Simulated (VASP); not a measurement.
# HfN: relaxation of cell and atoms with PBE

HfN:

```
Hf N
1.0
     0.00000    2.25600    2.25600
     2.25600    0.00000    2.25600
     2.25600    2.25600    0.00000
Hf N
1 1
Direct
  0.00000 0.00000 0.00000
  0.50000 0.50000 0.50000
```

```yaml
Program: VASP 6.6.1
Task: relaxation of cell and atoms
Functional: PBE
Potentials_or_basis: VASP PAW PBE potentials, release 64 (Hf_pv, N)
Cutoff: 600 eV
k_mesh: 14 × 14 × 14
Occupations: methfessel-paxton, width 0.1 eV
Spin: no spin polarisation
Further_INCAR_settings: ALGO = Normal; EDIFF = 1e-06; IBRION = 2; EDIFFG = -0.01; NSW = 90; ISIF = 3
```

```json
{"Relaxed volume": "11.65 Å³/atom", "Relaxed cell": "a = 3.206 Å, b = 3.206 Å, c = 3.206 Å, α = 60.00°, β = 60.00°, γ = 60.00°", "Space group after relaxing (to 0.05 Å)": "Fm-3m (No. 225)", "Energy gained by relaxing": "2.1 meV/atom", "Ionic steps": "3", "Pressure after relaxing": "0.0 GPa", "Band gap on the k mesh": "none (metal or under the smearing width)"}
```

Step by step:
```
step  energy change (eV)  largest force (eV/Å)  pressure (GPa)  volume (Å³)
   1              0.0000                0.0000            4.07        22.96
   2              0.0102                0.0000           -6.96        23.95
   3             -0.0042                0.0000           -0.02        23.30
```

Final structure:
```
Hf N
1.0
     0.00000    2.26707    2.26707
     2.26707    0.00000    2.26707
     2.26707    2.26707    0.00000
Hf N
1 1
Direct
  0.00000 0.00000 0.00000
  0.50000 0.50000 0.50000
```

Levels at points of the mesh, in eV from the Fermi level:
| k point | band 5 | band 6 | band 7 | band 8 | band 9 | band 10 | band 11 |
| --- | --- | --- | --- | --- | --- | --- | --- |
| (0.00, 0.00, 0.00) | -3.01 | -3.01 | -3.01 | -0.34 | -0.34 | -0.34 | 1.70 |
| (0.50, 0.00, 0.00) | -8.82 | -6.13 | -6.13 | 3.23 | 3.65 | 3.65 | 4.38 |
| (0.50, 0.50, 0.00) | -5.41 | -3.76 | -3.68 | -3.68 | 4.05 | 5.45 | 5.47 |

Wall time 27 s on 2 MPI ranks on Intel(R) Xeon(R) 6975P-C (Granite Rapids), with other jobs on the host, peak memory 0.18 GiB a rank.

The run has no spin-orbit coupling, so splittings on Hf are missing. PBE usually gives volumes a little too large and moduli too small.
